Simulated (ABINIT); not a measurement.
**Ta: band structure with PW91**

Crystal: Ta.

```xyz
1
Lattice="-1.6513 1.6513 1.6513 1.6513 -1.6513 1.6513 1.6513 1.6513 -1.6513" Properties=species:S:1:pos:R:3 pbc="T T T"
Ta    0.0000    0.0000    0.0000
```

```json
{"Program": "ABINIT 10.8.3 (patched build)", "Task": "band structure", "Functional": "PW91", "Potentials or basis": "JTH PAW PBE v2.0", "Cutoff": "517 eV", "k mesh": "11 × 11 × 11", "Occupations": "fermi-dirac, width 0.05 eV", "Spin": "no spin polarisation", "Fine-grid cutoff": "1034.03 eV", "Exchange and correlation inside the PAW spheres": "full angular mesh (pawxcdev 0, this build's default; the released program takes 1)"}
```

| Property | Result |
| --- | --- |
| Pressure | 2.1 GPa |
| Band gap on the k mesh | none (metal or under the smearing width) |
| Valence electrons inside the program's atomic spheres | Ta 10.68 (radii [1.2805] Å) |

Levels at the corners of the path, in eV from the Fermi level:
```tsv
point	band 3	band 4	band 5	band 6	band 7	band 8	band 9	band 10
Γ	-33.10	-33.10	-7.89	0.72	0.72	0.72	3.99	3.99
H	-33.91	-33.91	-3.79	-3.79	6.81	6.81	6.81	8.68
N	-33.47	-33.10	-4.37	-1.55	1.63	3.87	4.89	7.77
Γ	-33.10	-33.10	-7.89	0.72	0.72	0.72	3.99	3.99
P	-33.69	-33.69	-1.22	-1.22	-1.22	5.06	5.06	7.08
H	-33.91	-33.91	-3.79	-3.79	6.81	6.81	6.81	8.68
```

Run time: 16 s on 1 thread of Intel(R) Xeon(R) Processor @ 2.70GHz (shared host), peak memory 0.11 GiB.

Caveat: the PAW data sets were made with another functional, which shifts forces and pressure a little; spin-orbit coupling is left out, which moves the levels of the heavy elements.
